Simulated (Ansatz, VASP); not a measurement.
## Two plane-wave programs on TaN

POSCAR

```
TaN
1.0
    5.1561600241      0.0000000000      0.0000000000
   -2.5780800120      4.4653656949      0.0000000000
    0.0000000000      0.0000000000      2.8884826334
Ta N
3 3
Direct
    0.0000000000      0.0000000000      0.0000000000
    0.3333333333      0.6666666667      0.5000000000
    0.6666666667      0.3333333333      0.5000000000
    0.5000000000      0.0000000000      0.0000000000
    0.5000000000      0.5000000000      0.0000000000
    0.0000000000      0.5000000000      0.0000000000
```

The input INCAR.step1:

```
PREC = Accurate ; ENCUT = 520
ISMEAR = 0 ; SIGMA = 0.1
LREAL = False ; LASPH = True
NELM = 80 ; NBANDS = 33
GGA = PE ; ALGO = Normal
EDIFF = 1E-4 ; LWAVE = True
LCHARG = False
```

Contents of INCAR.step2:

```
PREC = Accurate ; ENCUT = 520
EDIFF = 1E-7 ; ISMEAR = 0
SIGMA = 0.1 ; LREAL = False
LASPH = True ; NELM = 80
ALGO = Normal ; ISIF = 2
LWAVE = False ; LCHARG = False
METAGGA = R2SCAN ; LMIXTAU = True
NBANDS = 33 ; ISTART = 1
```

Contents of KPOINTS:

```
regular mesh
0
Gamma
  5 5 8
```

Input for Ansatz:

```yaml
crystal:
  lattice:
    - [5.156160024076784, 0.0, 0.0]
    - [-2.578080012038392, 4.465365694917761, 0.0]
    - [0.0, 0.0, 2.8884826334069134]
  atoms:
    - { symbol: Ta, position: [0.0, 0.0, 0.0] }
    - { symbol: Ta, position: [0.3333333333333333, 0.6666666666666666, 0.5] }
    - { symbol: Ta, position: [0.6666666666666666, 0.3333333333333333, 0.5] }
    - { symbol: "N", position: [0.5, 0.0, 0.0] }
    - { symbol: "N", position: [0.5, 0.5, 0.0] }
    - { symbol: "N", position: [0.0, 0.5, 0.0] }
basis:
  ecutwfc: 600.0
kpoints:
  mp_grid:
    grid: [5, 5, 8]
hamiltonian:
  xc: r2scan
scf:
  occupations:
    method: gaussian
    width: 0.1
output:
  stress: true
```

Alike in both runs: task single point; functional r2SCAN; k mesh 5 × 5 × 8; occupations gaussian, width 0.1 eV; no spin polarisation.

```csv
,VASP,Ansatz
version,VASP 6.6.1,Ansatz 0.2.0
potentials or method,"VASP PAW PBE potentials, release 64 (Ta_pv, N)","plane waves, PAW"
plane-wave cutoff (eV),520,600
valence electrons in the cell,48,54
```

|  | VASP | Ansatz | Ansatz less VASP |
| --- | --- | --- | --- |
| pressure (GPa) | 14.1 | 12.1 | -1.98 |
| largest component of the traceless stress (GPa) | 1.09 | 0.81 | -0.276 |

The two sets of potentials don't hold the same shells in valence.

Caveats: the PAW data sets were made with another functional, which shifts forces and pressure a little (VASP). The runs have no spin-orbit coupling, so splittings on Ta are missing.
